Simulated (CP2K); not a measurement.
Crystal: W.

```xyz
1
Lattice="2.7407 0.0000 0.0000 -0.9136 2.5840 0.0000 -0.9136 -1.2920 2.2378" Properties=species:S:1:pos:R:3 pbc="T T T"
W     0.0000    0.0000    0.0000
```

Base run:

| Quantity | Value |
| --- | --- |
| Program | CP2K 2026.2 |
| Functional | PBEsol |
| Potentials or basis | POTENTIAL_UZH W GTH-PBE-q14; TZVP-MOLOPT-PBE-GTH basis |
| Density cutoff | 6123 eV |
| k mesh | 12 × 12 × 12 |
| Occupations | fermi-dirac, width 0.05 eV |
| Spin | no spin polarisation |

Its results: band gap on the k mesh none (metal or under the smearing width); pressure -3.4 GPa.

Q: The run is repeated on the same cell with these changes: functional from PBEsol to RPBE; occupations from fermi-dirac, width 0.05 eV to gaussian, width 0.05 eV. What comes out?

A: Band gap on the k mesh none (metal or under the smearing width); pressure 6.5 GPa.

Caveats: the potentials were made for another functional, which shifts forces and pressure; the basis of atomic orbitals isn't converged, which shifts pressures, moduli and gaps.

Not every run made on this cell is shown here.
